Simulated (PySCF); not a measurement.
Method: core-valence-separated Tamm–Dancoff BHandHLYP/aug-pcX-1 (pcseg-1 on H) in PySCF, non-relativistic, gas phase, PBE0-D3(BJ)/def2-SVP geometry. Absolute energies from this functional tend to lie a few eV below measured edges; no shift was applied.

Main lines of an unknown, eV (oscillator strength): C K: 286.0 (0.026), 286.3 (0.018), 286.5 (0.098), 286.7 (0.047), 286.7 (0.017); N K: 402.4 (0.023), 402.9 (0.047), 404.5 (0.026), 404.6 (0.051), 406.0 (0.011). Listed: the first five lines at most of each edge with a tenth or more of its strongest line's intensity; roots within 0.03 eV on the same or equivalent atoms are summed. Only the lowest roots were sought, and the top ones are left out.

Question: Which candidate gives them?
A. `C=CC[NH+](C)C`
B. `[NH2+]1CCCCC1`

Answer: B. 

- `C1CC[NH2+]CC1`: C K: 286.0 (0.026), 286.3 (0.018), 286.5 (0.098), 286.7 (0.047), 286.7 (0.017); N K: 402.4 (0.023), 402.9 (0.047), 404.5 (0.026), 404.6 (0.051), 406.0 (0.011). First C line listed at 286.0 eV, hole on the ring CH2 carbon; first N line listed at 402.4 eV, hole on the ammonium nitrogen.
- `C=CC[NH+](C)C`: C K: 282.6 (0.061), 282.9 (0.062), 285.8 (0.013), 286.4 (0.054), 286.4 (0.047); N K: 402.9 (0.032), 404.3 (0.016), 404.4 (0.055), 404.5 (0.056). First C line listed at 282.6 eV, hole on the terminal =CH2 carbon (1s→π*); first N line listed at 402.9 eV, hole on the ammonium nitrogen.

One conformer each; other structures than these candidates weren't tested.
